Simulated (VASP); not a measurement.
Runs of VASP 6.6.1 on KCl. It takes space group Fm-3m (No. 225, cubic). Conventional cell: a = 6.134 Å, b = 6.134 Å, c = 6.134 Å, α = 90.00°, β = 90.00°, γ = 90.00°. Around K (site symmetry m-3m) lie 6 Cl at 3.07 Å. Around Cl (site symmetry m-3m) lie 6 K at 3.07 Å. 

```csv
cell,target pressure,gap on the mesh (eV),pressure (GPa)
relaxed to 0.0001 GPa,0.0001 GPa,5.28,0.0
relaxed to 3 GPa,3 GPa,(a),3.0
relaxed to 2 GPa,2 GPa,5.55,2.0
relaxed to 0.48 GPa,0.48 GPa,5.35,0.5
relaxed to 4 GPa,4 GPa,(b),4.0
```

Alike in all rows: task relaxation of cell and atoms; level PBEsol+D3(BJ); potentials or basis VASP PAW PBE potentials, release 64 (K_sv, Cl); no spin polarisation; k mesh 12 × 12 × 12; cutoff (eV) 520; smearing gaussian 0.1 eV.

Estimate the missing entries.

(a) 5.67; (b) 5.77.

Caveats: the cell is relaxed towards a set pressure, so the enthalpy falls and the energy may rise; the PAW data sets were made with another functional, which shifts forces and pressure a little; the relaxation stopped at its first step, so nothing moved (some runs).

A k mesh can miss the band edges.
